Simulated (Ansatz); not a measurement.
## BaTiO3: pressure as volume per atom varies

Periodic Kohn-Sham DFT of a crystal at fixed atoms; pressure and stress are positive in compression; the energy is the free energy less that of spherical unpolarised free atoms; site moments are those in the method's own spheres, positive along +z. The results are calculated, by Ansatz 0.2.0.

Cell of the first row (space group Amm2, No. 38):
```
BaTiO3
1.0
      3.9028     0.0000     0.0000
      0.0000     2.7791     2.7877
      0.0000    -2.7791     2.7877
Ba Ti O
1 1 3
Direct
  0.00000 0.00000 0.00000
  0.50000 0.50790 0.50790
  0.00000 0.49210 0.49210
  0.50000 0.50251 0.99371
  0.50000 0.99371 0.50251
```

Settings of every row: method all-electron PAW; functional PBE; relativity scalar; k mesh 8x8x8; filling fermi-dirac; smearing width 0.05 eV; nucleus gaussian.

Atom start moment: 0 on all atoms.

Limits: no spin-orbit coupling on heavy atoms.

| row | volume per atom (Å³) | pressure (GPa) |
| --- | --- | --- |
| 1 | 12.095 | 14.033 |
| 2 | 12.352 | ? |
| 3 | 12.609 | 5.534 |
| 4 | 12.738 | 3.683 |
| 5 | 12.867 | 1.931 |
| 6 | 12.995 | 0.272 |
| 7 | 13.124 | -1.3 |
| 8 | 13.381 | -4.197 |
| 9 | 13.639 | -6.796 |

Question: what pressure should row 2 give?

Worked fit of pressure. Take u = (V_r/V)^(2/3) − 1 with V_r = 12.931 Å³ an atom, which is twice the finite (Eulerian) strain; such expansions in the strain, on which the Birch-Murnaghan equation of state is built, carry the rest volume and the bulk modulus. The shown rows have u = 0.04556, 0.01695, 0.01008, 0.00331, -0.00329, -0.00983, -0.02255, -0.03491. Least squares give pressure = 1.0891 + 250.097 × u + 716.1 × u² + 663 × u³ GPa; a parabola predicts inner rows, each left out in turn, worse (root mean square 0.011 against 0.0049 GPa). The rows lie off it by 0.000, -0.003, -0.001, 0.006, -0.002, 0.001, -0.003, 0.001 (root mean square 0.0028 GPa). The pressure vanishes at u = -0.0044, or V = 13.02 Å³ an atom, and there the bulk modulus at fixed shape and fractions is B = −V dP/dV = (2/3)(1 + u) dP/du = 162 GPa. Letting shape and atoms relax would as a rule lower it, by much in layered, chain or molecular crystals. The withheld row has u = 0.03101, so the fit gives 1.0891 + 250.097 × (0.03101) + 716.1 × (0.03101)² + 663 × (0.03101)³ = 9.553 GPa.

The calculation gave 9.551 GPa. The fit lies 0.002 GPa (0.0096 % of the column's range) above it; its largest miss of a shown row is 0.006 GPa.
